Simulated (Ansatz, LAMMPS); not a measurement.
## Relaxing amorphous SiO2 (96 atoms)

Wanted: the relaxed structure of amorphous SiO2 (96 atoms) and its electronic structure.

Calculated with Ansatz 0.2.0; Kohn-Sham DFT, PBE, PAW (set soft_2), plane waves.

Measured values to set the calculation against. A silica glass plate was measured by high-energy x-ray diffraction at 20 K and the Si-O distance was taken from the first PDF peak (“Polyhedral units and network connectivity in calcium aluminosilicate glasses from high-energy x-ray diffraction”, 2000, arxiv:cond-mat/0007490): nearest Si–O distance 1.61 Å; number of O about Si 4. The nearest silicon-silicon distance in amorphous silica was obtained by fitting a symmetric peak to the measured radial distribution (as quoted in “New insights into the origin of the first sharp diffraction peak in amorphous silica from an analysis of chemical and radial ordering”, 2024, arxiv:2403.10632): nearest Si–Si distance 3.08 Å; nearest O–O distance 2.63 Å. The mean Si-O-Si angle was obtained by reanalysing earlier high-energy photon diffraction data in combination with published neutron diffraction data on silica glass (“Bond angle distribution in amorphous germania and silica”, 1996, arxiv:chem-ph/9603004): Si–O–Si angle 148.3 °.

Report form: the programs' logs are mostly left out.

## 1. Set-up

The cell holds 96 atoms: 32 Si and 64 O. Cell: a = 10.923 Å, b = 10.923 Å, c = 10.923 Å, α = 90.0°, β = 90.0°, γ = 90.0°. 96 atoms (32 Si, 64 O) placed at random at 2.45 g/cm³, melted at 5000 K for 10 ps at fixed volume with the Vashishta potential (Vashishta, Kalia, Rino and Ebbsjo, Phys. Rev. B 41, 12197 (1990)). Quenched from 5000 K to 300 K at 50 K/ps and fixed volume, held 5 ps, then minimised at fixed cell. The density is one point of a scan and needn't be that of the real material.

Before any run, some limits are plain. The quench rate of 50 K/ps is orders of magnitude faster than experiment, which tends to freeze in extra defects. The starting topology of bonds comes from the classical model. Only the Γ point is sampled in the main run, in a cell whose shortest periodic width is 11 Å.

## 2. Making the structure

A classical potential makes the cell, at a small fraction of what the same run would cost in DFT.

This step: classical MD, Vashishta potential (Vashishta, Kalia, Rino and Ebbsjo, Phys. Rev. B 41, 12197 (1990)) (LAMMPS 22 Jul 2025 - Update 4).

File in.lmp:

```
# melt-quench of Si32O64
units metal
atom_style atomic
boundary p p p
region box block 0 10.9227 0 10.9227 0 10.9227
create_box 2 box
mass 1 28.0850   # Si
mass 2 15.9990   # O
create_atoms 1 random 32 4106 NULL overlap 1.4 maxtry 2000
create_atoms 2 random 64 4113 NULL overlap 1.4 maxtry 2000
pair_style vashishta/table 100000 0.2
pair_coeff * * SiO.1990.vashishta Si O
neigh_modify delay 0 every 1 check yes
thermo_style custom step time temp pe press density
thermo_modify norm yes
timestep 0.001
thermo 100
min_style cg
minimize 1e-4 1e-4 200 2000
reset_timestep 0
velocity all create 5000 4107 mom yes dist gaussian
fix lim all nve/limit 0.05
fix lan all langevin 5000 5000 0.1 4108 zero yes
thermo 500
run 1000 post no
unfix lim
unfix lan
thermo 1666
fix md all nvt temp 5000 5000 0.1
run 10000 post no
unfix md
thermo 9400
fix md all nvt temp 5000 300 0.1
run 94000 post no
unfix md
thermo 2500
fix md all nvt temp 300 300 0.1
run 5000 post no
unfix md
thermo 100
min_style cg
minimize 0 1e-3 2000 20000
write_dump all custom glass.dump id type xs ys zs modify sort id
```

Started as:

```
$ lmp -in in.lmp -log none -nocite
```

Elapsed: 1.8 min, on 1 thread of Arm Neoverse V1, shared host; peak memory 0.072 GiB.

## 3. Single point at the start

The forces at the start show how far the geometry lies from a minimum of this functional.

File input.yaml:

```yaml
crystal:
  lattice:
    - [10.9227, 0.0, 0.0]
    - [0.0, 10.9227, 0.0]
    - [0.0, 0.0, 10.9227]
  atoms:
    - { symbol: Si, position: [0.7074, 0.56484, 0.69804] }
    - { symbol: Si, position: [0.47947, 0.58454, 0.43272] }
    - { symbol: Si, position: [0.25921, 0.48574, 0.34576] }
    - { symbol: Si, position: [0.43367, 0.50365, 0.70332] }
    - { symbol: Si, position: [0.18824, 0.33356, 0.72228] }
    - { symbol: Si, position: [0.40363, 0.08148, 0.02011] }
    - { symbol: Si, position: [0.74659, 0.72846, 0.92613] }
    - { symbol: Si, position: [0.2916, 0.96629, 0.4635] }
    - { symbol: Si, position: [0.86433, 0.40092, 0.29022] }
    - { symbol: Si, position: [0.50975, 0.34037, 0.08613] }
    - { symbol: Si, position: [0.05557, 0.76668, 0.19232] }
    - { symbol: Si, position: [0.24109, 0.23801, 0.45192] }
    - { symbol: Si, position: [0.6581, 0.76231, 0.51463] }
    - { symbol: Si, position: [0.55592, 0.87, 0.089] }
    - { symbol: Si, position: [0.91781, 0.38977, 0.78927] }
    - { symbol: Si, position: [0.60626, 0.33883, 0.36248] }
    - { symbol: Si, position: [0.89555, 0.97511, 0.9105] }
    - { symbol: Si, position: [0.17199, 0.07993, 0.8469] }
    - { symbol: Si, position: [0.85214, 0.12377, 0.68004] }
    - { symbol: Si, position: [0.12307, 0.6351, 0.95371] }
    - { symbol: Si, position: [0.07421, 0.97055, 0.61794] }
    - { symbol: Si, position: [0.70018, 0.95408, 0.33414] }
    - { symbol: Si, position: [0.23478, 0.41692, 0.08766] }
    - { symbol: Si, position: [0.31392, 0.89885, 0.19483] }
    - { symbol: Si, position: [0.59992, 0.12451, 0.53493] }
    - { symbol: Si, position: [0.02789, 0.59498, 0.43209] }
    - { symbol: Si, position: [0.082, 0.22252, 0.21601] }
    - { symbol: Si, position: [0.77218, 0.46319, 0.0276] }
    - { symbol: Si, position: [0.47782, 0.91758, 0.66381] }
    - { symbol: Si, position: [0.32226, 0.73548, 0.80093] }
    - { symbol: Si, position: [0.90943, 0.00687, 0.17413] }
    - { symbol: Si, position: [0.0676, 0.70915, 0.69248] }
    - { symbol: O, position: [0.96577, 0.06837, 0.60323] }
    - { symbol: O, position: [0.75422, 0.3262, 0.35485] }
    - { symbol: O, position: [0.06219, 0.41158, 0.74769] }
    - { symbol: O, position: [0.8505, 0.02922, 0.0404] }
    - { symbol: O, position: [0.63075, 0.40508, 0.01942] }
    - { symbol: O, position: [0.8268, 0.03367, 0.79437] }
    - { symbol: O, position: [0.17686, 0.28059, 0.11477] }
    - { symbol: O, position: [0.40564, 0.61459, 0.79534] }
    - { symbol: O, position: [0.18006, 0.84456, 0.17044] }
    - { symbol: O, position: [0.36728, 0.5823, 0.3407] }
    - { symbol: O, position: [0.23969, 0.72485, 0.92417] }
    - { symbol: O, position: [0.5598, 0.25481, 0.47627] }
    - { symbol: O, position: [0.29872, 0.05339, 0.91862] }
    - { symbol: O, position: [0.70425, 0.6753, 0.79583] }
    - { symbol: O, position: [0.21736, 0.71951, 0.69368] }
    - { symbol: O, position: [0.42308, 0.82063, 0.13273] }
    - { symbol: O, position: [0.6298, 0.78106, 0.99972] }
    - { symbol: O, position: [0.88988, 0.25249, 0.74128] }
    - { symbol: O, position: [0.78664, 0.6065, 0.99669] }
    - { symbol: O, position: [0.17337, 0.22622, 0.82479] }
    - { symbol: O, position: [0.3734, 0.89828, 0.56314] }
    - { symbol: O, position: [0.74173, 0.84492, 0.426] }
    - { symbol: O, position: [0.0204, 0.84816, 0.67894] }
    - { symbol: O, position: [0.71577, 0.63812, 0.56957] }
    - { symbol: O, position: [0.04168, 0.65209, 0.82855] }
    - { symbol: O, position: [0.81414, 0.03286, 0.28343] }
    - { symbol: O, position: [0.94421, 0.86324, 0.18427] }
    - { symbol: O, position: [0.33061, 0.90386, 0.33843] }
    - { symbol: O, position: [0.58261, 0.48138, 0.712] }
    - { symbol: O, position: [0.52211, 0.9926, 0.0138] }
    - { symbol: O, position: [0.17486, 0.49672, 0.97805] }
    - { symbol: O, position: [0.05112, 0.67424, 0.07652] }
    - { symbol: O, position: [0.54754, 0.3066, 0.22762] }
    - { symbol: O, position: [0.17551, 0.02178, 0.71214] }
    - { symbol: O, position: [0.46212, 0.2172, 0.01674] }
    - { symbol: O, position: [0.18498, 0.27568, 0.5846] }
    - { symbol: O, position: [0.19862, 0.4832, 0.21357] }
    - { symbol: O, position: [0.73607, 0.13939, 0.59131] }
    - { symbol: O, position: [0.60716, 0.03481, 0.41604] }
    - { symbol: O, position: [0.51825, 0.06137, 0.64424] }
    - { symbol: O, position: [0.9231, 0.50062, 0.38382] }
    - { symbol: O, position: [0.63379, 0.89941, 0.21234] }
    - { symbol: O, position: [0.41305, 0.85193, 0.78192] }
    - { symbol: O, position: [0.30984, 0.35361, 0.39016] }
    - { symbol: O, position: [0.54536, 0.71387, 0.43424] }
    - { symbol: O, position: [0.38444, 0.42189, 0.08288] }
    [... 12 atom lines left out ...]
    - { symbol: O, position: [0.41936, 0.5527, 0.56475] }
    - { symbol: O, position: [0.31704, 0.11239, 0.46327] }
    - { symbol: O, position: [0.80266, 0.46294, 0.17214] }
    - { symbol: O, position: [0.33606, 0.03822, 0.14546] }
    - { symbol: O, position: [0.57503, 0.47987, 0.39196] }
    - { symbol: O, position: [0.60026, 0.84371, 0.62404] }
kpoints:
  mp_grid: { grid: [1, 1, 1] }
hamiltonian:
  xc: pbe
scf:
  occupations: { method: fermi_dirac, width: 0.025 }
output:
  forces: true
```

Started as:

```
$ ansatz run input.yaml --threads 4 --pin off --max-ram 8192MiB --backend cpu --events-out ev --progress --plain --runs-dir out
```

Elapsed: 14 s, on 4 threads of Arm Neoverse V1, shared host; peak memory 1.5 GiB; 50 s of CPU time.

The run gave:

| Quantity | Value |
| --- | --- |
| free energy | -56761.6736 eV |
| free energy per atom | -591.2674 eV/atom |
| SCF cycles | 9 |
| r.m.s. force component | 0.455 eV/Å |
| longest force | 1.547 eV/Å |
| Fermi energy | 4.609 eV |

The r.m.s. force component of 0.45 eV/Å sets the starting point.

Length of the force by element:

| element | coordination | atoms | mean length of the force (eV/Å) | spread | least | most |
| --- | --- | --- | --- | --- | --- | --- |
| O | all | 64 | 0.704 | 0.374 | 0.148 | 1.55 |
| Si | all | 32 | 0.718 | 0.276 | 0.0676 | 1.31 |

## 4. Relaxation

With the cell held, the atoms are moved downhill towards a nearby minimum.

Edit input.yaml of step 3 so:

```diff
@@ -15 +15,4 @@
   forces: true
+relax:
+  f_tol: 0.04
+  max_steps: 250
```

Run time: 39 s. Hardware: 4 threads; peak memory 1.5 GiB.

Relaxation path:

| step | energy less that of the first step (eV) | largest force component (eV/Å) |
| --- | --- | --- |
| 1 | 0.0000 | 1.3958 |
| 2 | -0.6181 | 0.9595 |
| 3 | -1.3801 | 0.0954 |
| 4 | -1.3876 | 0.0280 |

The atoms that moved most (Å):

| atom | dx | dy | dz | length |
| --- | --- | --- | --- | --- |
| O54 | 0.080 | -0.110 | -0.024 | 0.138 |
| O47 | 0.042 | 0.051 | -0.110 | 0.128 |
| O43 | 0.037 | 0.118 | -0.008 | 0.124 |
| O58 | 0.090 | -0.004 | 0.077 | 0.119 |
| O76 | 0.111 | 0.011 | 0.027 | 0.115 |
| O77 | -0.039 | 0.016 | -0.104 | 0.112 |
| O41 | 0.067 | -0.072 | -0.026 | 0.102 |
| O88 | -0.078 | 0.016 | -0.059 | 0.099 |

The relaxation changed the energy by -14.5 meV/atom, and atoms moved by 0.067 Å r.m.s., 0.14 Å at most.

## 5. Structure statistics after relaxation

Bonds before and after, by the cutoffs listed below:

| pair | bonds before | bonds after | mean before (Å) | mean after (Å) | spread before (Å) | spread after (Å) |
| --- | --- | --- | --- | --- | --- | --- |
| O-Si | 128 | 128 | 1.621 | 1.635 | 0.020 | 0.017 |

Density 2.45 g/cm³, 13.57 Å³ an atom.

Pair distribution functions g(r), in bins of 0.2 Å:

| r (Å) | total | O-O | O-Si | Si-Si |
| --- | --- | --- | --- | --- |
| 1.50 | 0.09 | 0.00 | 0.20 | 0.00 |
| 1.70 | 5.30 | 0.00 | 11.95 | 0.00 |
| 1.90 | 0.00 | 0.00 | 0.00 | 0.00 |
| 2.10 | 0.00 | 0.00 | 0.00 | 0.00 |
| 2.30 | 0.00 | 0.00 | 0.00 | 0.00 |
| 2.50 | 0.64 | 1.44 | 0.00 | 0.00 |
| 2.70 | 2.30 | 5.14 | 0.00 | 0.13 |
| 2.90 | 0.56 | 0.63 | 0.06 | 2.25 |
| 3.10 | 0.94 | 0.71 | 0.41 | 4.00 |
| 3.30 | 0.68 | 0.67 | 0.72 | 0.58 |
| 3.50 | 0.80 | 0.54 | 1.26 | 0.00 |
| 3.70 | 0.85 | 0.68 | 1.20 | 0.15 |
| 3.90 | 1.04 | 0.58 | 1.66 | 0.40 |
| 4.10 | 1.25 | 0.69 | 1.99 | 0.54 |
| 4.30 | 1.34 | 0.79 | 1.91 | 1.21 |
| 4.50 | 1.02 | 1.17 | 0.65 | 1.96 |
| 4.70 | 0.96 | 1.35 | 0.47 | 1.38 |
| 4.90 | 0.98 | 1.31 | 0.61 | 1.13 |
| 5.10 | 1.15 | 1.49 | 0.85 | 1.01 |
| 5.30 | 1.01 | 1.19 | 0.77 | 1.25 |

Bonds by pair of elements; cutoffs follow the first minimum of g(r), held within bounds set by covalent radii, and pairs that aren't listed don't count as bonded:

| pair A-B | cutoff (Å) | bonds | mean length (Å) | spread (Å) | shortest (Å) | B about A | A about B |
| --- | --- | --- | --- | --- | --- | --- | --- |
| O-Si | 2.08 | 128 | 1.64 | 0.017 | 1.60 | 2 | 4 |

How many atoms have how many bonded neighbours:

| element | mean | 2 | 4 |
| --- | --- | --- | --- |
| O | 2 | 64 | 0 |
| Si | 4 | 0 | 32 |

Bond angles, per cent of each kind in bins of 5°:

| angle (°) | O-Si-O | Si-O-Si |
| --- | --- | --- |
| 95–100 | 1.0 | 0.0 |
| 100–105 | 16.1 | 0.0 |
| 105–110 | 37.0 | 0.0 |
| 110–115 | 34.4 | 0.0 |
| 115–120 | 9.9 | 1.6 |
| 120–125 | 1.6 | 14.1 |
| 125–130 | 0.0 | 10.9 |
| 130–135 | 0.0 | 15.6 |
| 135–140 | 0.0 | 10.9 |
| 140–145 | 0.0 | 10.9 |
| 145–150 | 0.0 | 10.9 |
| 150–155 | 0.0 | 9.4 |
| 155–160 | 0.0 | 7.8 |
| 160–165 | 0.0 | 4.7 |
| 165–170 | 0.0 | 0.0 |
| 170–175 | 0.0 | 3.1 |

Bond angles (no mean is given where the spread exceeds 20°):

| angle | count | mean (°) | spread (°) |
| --- | --- | --- | --- |
| O-Si-O | 192 | 109 | 4.5 |
| Si-O-Si | 64 | 141 | 13.1 |

Oxygen atoms by the number of network formers (Si, P, Ge, B, Al, As, Ga) bound to them:

| network formers bound to O | O atoms | per cent |
| --- | --- | --- |
| 0 | 0 | 0 |
| 1 | 0 | 0 |
| 2 | 64 | 100 |

Network units: each former by its oxygen neighbours and how many of them bridge to another former:

| former | O neighbours | bridging O | atoms |
| --- | --- | --- | --- |
| Si | 4 | 4 | 32 |

Rings of the network by King's shortest-path rule, up to 12 atoms, one path for each pair of neighbours; H, halogens, alkali and alkaline-earth atoms are left out, and the last column divides by all other atoms, bonded or not:

| ring size (atoms) | rings | per network atom |
| --- | --- | --- |
| 6 | 2 | 0.021 |
| 8 | 6 | 0.062 |
| 10 | 12 | 0.125 |
| 12 | 11 | 0.115 |

First main peaks of g(r), for some of the pairs, lie near 2.7 Å (O-O), 1.6 Å (O-Si) and 3.1 Å (Si-Si). With the cutoffs above, all O atoms have 2 and all Si atoms have 4 bonded neighbours. The O-Si-O angle averages 109° with a spread of 4°. 100 % of the oxygens bridge two formers (Si) and 0 % are non-bridging. The commonest Si unit has 4 oxygens, 4 of them shared with other formers (32 of 32 atoms). Rings of 10 atoms are the most common (39 % of those counted); sizes run from 6 to 12, where the search stops.

[end of part 1 of 2]

[Logs are printed without paths, hosts, clocks, repeated set-up lines and the standing remarks that a program may print on its own settings, such as how far it seeks lower states.]

[Hosts, paths, dates, database ids (printed as entryN), source tags and the programs' standing remarks are cut or masked in the printed files.]
